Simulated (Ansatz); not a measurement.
# TiTe2 (P-3m1) in Ansatz: a series of runs

Runs on TiTe2. Level: PBE. Tasks: single point, relaxation of cell and atoms.

Program: Ansatz 0.2.0. These are calculated values, not measurements. Logs are shortened: lines on timing, memory, paths and dates and some standing lists are left out, and cuts for length are marked.

**1. The crystal as given**

The structure is trigonal, space group P-3m1 (No. 164). The conventional cell has a = 3.777 Å, b = 3.777 Å, c = 6.498 Å, α = 90.00°, β = 90.00°, γ = 120.00°. Around Te (site symmetry 3m) lie 3 Ti at 2.77 Å. Ti (site symmetry -3m) has 6 Te at 2.77 Å as nearest neighbours.

**2. Single point, PBE**

Input file input.yaml:

```yaml
crystal:
  lattice:
    - [3.777, 0.0, 0.0]
    - [-1.8885, 3.2709779501, 0.0]
    - [0.0, 0.0, 6.498]
  atoms:
    - { symbol: Te, position: [0.3333333333, 0.6666666667, 0.7372] }
    - { symbol: Te, position: [0.6666666667, 0.3333333333, 0.2628] }
    - { symbol: Ti, position: [0.0, 0.0, 0.0] }
hamiltonian:
  xc: pbe
  pseudopotentials: { kind: paw }
kpoints:
  mp_grid: { grid: [8, 8, 4] }
scf:
  occupations: { method: gaussian, width: 0.011 }
output:
  forces: true
  stress: true
  eigenvalues: true
```

Potentials or basis: Ansatz PAW.

Command:

```sh
$ ansatz run input.yaml --threads 2 --pin off --max-ram 5632MiB --backend cpu --events-out ev --progress --plain --runs-dir out
```

The log of the run:

```text
Warning: RAYON_NUM_THREADS=2 ignored (pool sized by the plan → 2); use --threads N
Engine: ansatz 0.2.0, x86_64-unknown-linux-gnu
Pseudopotentials: kind: paw
Pseudopotential: Te, paw, valence charge 16, recommended cutoff 420 eV (normal), Te.paw.azcp
Pseudopotential: Ti, paw, valence charge 12, recommended cutoff 420 eV (normal), Ti.paw.azcp
Functional definition: PBE
  parameter kappa = 0.804
  parameter beta = 0.06672455060314922
  exchange = pbe_x(kappa = kappa, mu = beta*pi^2/3)
  correlation = pbe_c(beta = beta)
Crystal: 3 atoms, lattice volume = 80.279 Å³
Basis set: ecut = 420 eV, 1581 PW (Γ), exchange–correlation on 54×54×90 points (8 copies of the dense FFT grid, shifted against one another)
Bands: 27, of which v1, the nominal top of the filled ones, is band 22 counted from 1 (21 counted from 0)
Symmetry: 12 space group operations
Space group: P-3m1 (ITA 164), of the structure as read, at distance tolerance 4.3e-5 Å
k-points: 35 of 256
Non-local potential: Te, projectors of the file, l = 0: 2, l = 1: 2, l = 2: 2, l = 3: 2
Non-local potential: Ti, projectors of the file, l = 0: 3, l = 1: 2, l = 2: 3, l = 3: 1
PAW form: soft (Blöchl's): semilocal exchange-correlation on the pseudo side does not see the compensation charge
PAW one-centre angular grid: Te, 590 points (default); XC on 64 Gauss nodes
PAW one-centre angular grid: Ti, 590 points (default); XC on 64 Gauss nodes
Initial density: superposition of atomic densities (neutral atoms: chi_scale 0, normalization atom), corrected by the library's trained network
Initial wavefunctions: pseudopotential atomic-orbital guess
Functional: x = pbe(κ = 0.804, μ = 0.2195149727645171), c = pbe(β = 0.06672455060314922)
SCF iter   1: F=—  HF=-16461.678266 eV  |F-HF|=—  |Δ(HF+E_count)|=         —  Δρ=3.28e-3  dr2=1.54e-2  ethr=1.77e-3  ⟨swp⟩=6.3  Hψ=4316  notcnv=0
preconditioner: auto → LDOS  [metal: Δε(μ)=0.008 eV  Ē_g=6.309 eV  σ=0.011 eV  W_gap=0.40  n_scr=22 (ndim 8)  ℏωp=16.6 eV  f_vac=0.014  D(μ)=4.31/eV (n_scr^D=36)  β→1.0]
SCF iter   2: F=—  HF=-16461.676698 eV  |F-HF|=—  |Δ(HF+E_count)|=   1.57e-3  Δρ=1.14e-3  dr2=7.49e-4  ethr=3.51e-5  ⟨swp⟩=2.8  Hψ=2007  notcnv=0  defer=35
SCF iter   3: F=—  HF=-16461.676604 eV  |F-HF|=—  |Δ(HF+E_count)|=   9.46e-5  Δρ=6.01e-4  dr2=4.14e-4  ethr=1.70e-6  ⟨swp⟩=2.1  Hψ=1791  notcnv=0  defer=35
SCF iter   4: F=—  HF=-16461.676496 eV  |F-HF|=—  |Δ(HF+E_count)|=   1.07e-4  Δρ=2.59e-4  dr2=1.11e-4  ethr=9.42e-7  ⟨swp⟩=2.0  Hψ=1712  notcnv=0  defer=35
SCF iter   5: F=—  HF=-16461.676483 eV  |F-HF|=—  |Δ(HF+E_count)|=   1.37e-5  Δρ=6.84e-5  dr2=4.21e-6  ethr=2.52e-7  ⟨swp⟩=2.4  Hψ=1241  notcnv=0  defer=35
SCF iter   6: F=—  HF=-16461.676467 eV  |F-HF|=—  |Δ(HF+E_count)|=   1.58e-5  Δρ=1.03e-5  dr2=7.33e-8  ethr=2.27e-10  ⟨swp⟩=7.5  Hψ=4524  notcnv=0
SCF iter   7: F=-16461.676467 eV  HF=-16461.676467 eV  |F-HF|=4.04e-9  |Δ(HF+E_count)|=   1.69e-8  Δρ=2.39e-6  dr2=5.37e-9  ethr=1.67e-10  ⟨swp⟩=2.3  Hψ=3500  notcnv=0
SCF 1 converged in 7 iterations: F = -16461.676467 eV  dr2 = 5.37e-9
SCF converged after 7 iterations
Free energy (F): -16461.676467 eV
Harris-Foulkes:  -16461.676467 eV  (|F-HF|=4.04e-9)
Internal energy: -16461.676316 eV  (E = F + TS)
E sigma→0 (E₀):  -16461.676392 eV
Entropy (-TS):   -0.000150 eV (-0.050 meV/atom)
Fermi energy:    10.233065 eV
--- Per-component energies (eV) ---
  E_band       = -668.459196
  E_kinetic    = 633.159972
  E_local      = -3434.077878  (includes V_loc(G=0)·N_el)
  E_nonlocal   = -611.970124
  E_hartree    = 2003.288861
  E_xc         = -346.536598
  E_vxc        = -330.937034  (∫ρ·V_xc dr)
  E_paw        = -10372.598638  (= ΣΔE_a)
  E_vpaw       = -931.215199  (= ΣTr[D̂ρ^β])
  E_aug_tail   = -0.000223  (compensation charges beyond the density's cutoff)
  E_ewald      = -4332.941691
  E_smearing   = -0.000150  (= −TS)
  E_closure    = 0.000000  (closes the sum)
  Σ components = -16461.676467   (vs F -16461.676467, Δ=0.00e0)
--- Forces (eV/Å), atoms counted from 1 ---
  atom   1  Te     0.00000000    -0.00000000    -0.01508771
  atom   2  Te     0.00000000     0.00000000     0.01508771
  atom   3  Ti     0.00000000     0.00000000     0.00000000
  max |Σ_I F_I| component: 1.73e-18 eV/Å
--- Stress (GPa, compression-positive) ---
        0.680885      -0.000000      -0.000000
        0.000000       0.680885       0.000000
       -0.000000      -0.000000       1.297020
  P = ⅓ Tr σ = 0.8863 GPa (8.863 kbar)
--- Band table (eV; the first three rows and the last of 35) ---
  k-point 0: bands = ["-47.1952", "-26.2421", "-26.2421", "-26.2380", "-26.2380", "-26.2194", "-26.2194", "-26.2177", "-26.2177", "-26.2107", "-26.2087", "-23.4445", "-23.4445", "-23.4200", "-2.1361", "-0.6319", "5.0475", "8.5920", "8.5920", "10.6190", "10.6667", "10.6667", "10.8406", "11.3384", "11.3384", "13.3264", "13.3264"]
  k-point 1: bands = ["-47.1952", "-26.2433", "-26.2433", "-26.2371", "-26.2371", "-26.2190", "-26.2190", "-26.2178", "-26.2178", "-26.2104", "-26.2090", "-23.4446", "-23.4446", "-23.4201", "-1.9751", "-0.9260", "5.6867", "8.6268", "8.6268", "9.2524", "10.6609", "10.6609", "11.1715", "11.1715", "11.2160", "13.5471", "13.5471"]
  k-point 2: bands = ["-47.1952", "-26.2441", "-26.2441", "-26.2365", "-26.2365", "-26.2185", "-26.2185", "-26.2181", "-26.2181", "-26.2098", "-26.2096", "-23.4446", "-23.4446", "-23.4201", "-1.6221", "-1.3992", "6.9706", "7.6301", "8.6638", "8.6638", "10.6561", "10.6561", "11.0217", "11.0217", "11.2893", "13.7567", "13.7567"]
  k-point 34: bands = ["-47.1923", "-26.2435", "-26.2364", "-26.2350", "-26.2326", "-26.2215", "-26.2210", "-26.2190", "-26.2175", "-26.2041", "-26.2039", "-23.4826", "-23.4689", "-23.3991", "-0.1684", "-0.0727", "5.8925", "6.1063", "7.0467", "7.2808", "8.4638", "8.7156", "10.9718", "11.3699", "11.4395", "12.8944", "13.5511"]
```

It took 1.4 s on 2 threads of Intel Xeon 6975P-C (Granite Rapids), shared host; peak memory 0.46 GiB.

Results:

```
Free energy            : -16461.6765 eV
Pressure               : 0.9 GPa
Largest force          : 0.015 eV/Å
Band gap on the k mesh : none (metal or under the smearing width)
```

Forces on the atoms (eV/Å):
```
Te   0.000  0.000 -0.015
Te   0.000  0.000  0.015
Ti   0.000  0.000  0.000
```

Stress tensor (GPa, compression positive):
```
0.68 0.00 0.00
0.00 0.68 0.00
0.00 0.00 1.30
```

Caveat: this functional lacks dispersion, which binds the layers, so the pressure and a relaxed spacing across them are unreliable. The run has no spin-orbit coupling, so splittings on Te are missing.

**3. Relaxation of cell and atoms, PBE**

Changes to input.yaml since step 2:

```diff
@@ -15,3 +15,3 @@
 scf:
-  occupations: { method: gaussian, width: 0.011 }
+  occupations: { method: fermi_dirac, width: 0.05 }
 output:
@@ -19,2 +19,5 @@
   stress: true
-  eigenvalues: true
+relax:
+  f_tol: 0.01
+  max_steps: 40
+  cell: { stress_tol: 0.05 }
```

Potentials or basis: Ansatz PAW.

Command:

```sh
$ ansatz run input.yaml --threads 2 --pin off --max-ram 5632MiB --backend cpu --events-out ev --progress --plain --runs-dir out
```

Run time: 6.8 s. Hardware: 2 threads of Intel Xeon 6975P-C (Granite Rapids), shared host; peak memory 0.48 GiB.

The run converged. Its results:

```yaml
Free_energy: -16461.6934 eV
Relaxed_volume: 27.86 Å³/atom
Relaxed_cell: a = 3.788 Å, b = 3.788 Å, c = 6.724 Å, α = 90.00°, β = 90.00°, γ = 120.00°
Space_group_after_relaxing_to_0.05_Å: P-3m1 (No. 164)
Energy_gained_by_relaxing: 3.5 meV/atom
Ionic_steps: 6
Pressure_after_relaxing: 0.0 GPa
```

Step by step:
```tsv
step	energy change (eV)	largest force (eV/Å)	volume (Å³)
1	0.0000	0.0120	80.28
2	-0.0044	0.1261	84.79
3	-0.0074	0.1244	84.04
4	-0.0099	0.0090	83.55
5	-0.0101	0.0001	83.57
6	-0.0105	0.0001	83.57
```

Final structure:
```
Te Ti
1.0
     3.78815    0.00000    0.00000
    -1.89407    3.28063    0.00000
     0.00000    0.00000    6.72429
Te Ti
2 1
Direct
  0.33333 0.66667 0.74493
  0.66667 0.33333 0.25507
  0.00000 0.00000 0.00000
```

Caveat: the plane-wave basis is chosen anew once the cell has moved, so the energies of steps on either side of that aren't comparable; this functional lacks dispersion, which binds the layers, so the pressure and a relaxed spacing across them are unreliable. The run has no spin-orbit coupling, so splittings on Te are missing.
